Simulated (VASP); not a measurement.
Runs of VASP 6.6.1 on Ga2O3. It takes space group C2/m (No. 12, monoclinic). The conventional cell has a = 12.214 Å, b = 3.037 Å, c = 5.798 Å, α = 90.00°, β = 103.83°, γ = 90.00°. Ga (site symmetry m) is surrounded by 6 O at 1.94 to 2.07 Å. Ga (site symmetry m) has 4 O at 1.83 to 1.86 Å as nearest neighbours. Around O (site symmetry m) lie 3 Ga at 1.83 to 1.94 Å. Around O (site symmetry m) lie 4 Ga at 1.86 to 2.07 Å. O (site symmetry m) is surrounded by 3 Ga at 1.83 to 1.94 Å. 

```csv
task,level,cell,k mesh,cutoff (eV),smearing,gap on the mesh (eV),pressure (GPa),largest force (eV/Å)
band structure,revPBE,as given,9 × 9 × 5,520,fermi-dirac 0.05 eV,2.50,-,-
single point,PBE,as given,9 × 9 × 5,520,gaussian 0.011 eV,2.42,10.2,0.24
band structure,BLYP,as given,9 × 9 × 5,520,fermi-dirac 0.05 eV,(b),16.9,(a)
band structure,PBE,as given,7 × 7 × 4,520,fermi-dirac 0.05 eV,2.42,10.2,0.24
single point,PBE,as given,9 × 9 × 5,520,gaussian 0.013 eV,2.42,10.2,0.24
relaxation of cell and atoms,PBE,relaxed,7 × 7 × 4,600,fermi-dirac 0.05 eV,1.98,0.0,0.01
```

Alike in all rows: potentials or basis VASP PAW PBE potentials, release 64 (Ga_d, O); no spin polarisation.

Q: Estimate the missing entries.

A: (a) 0.32; (b) 2.52.

Caveats: an odd mesh through Γ misses points on the zone boundary, where band edges often lie (some runs); the PAW data sets were made with another functional, which shifts forces and pressure a little (some runs); so large a pressure means that the cell lies far from this level's equilibrium, or that cutoff or potentials fall short (some runs); the potentials were made for another functional, which shifts forces and pressure (some runs).

A k mesh can miss the band edges, and the runs leave out spin-orbit coupling on Ga.
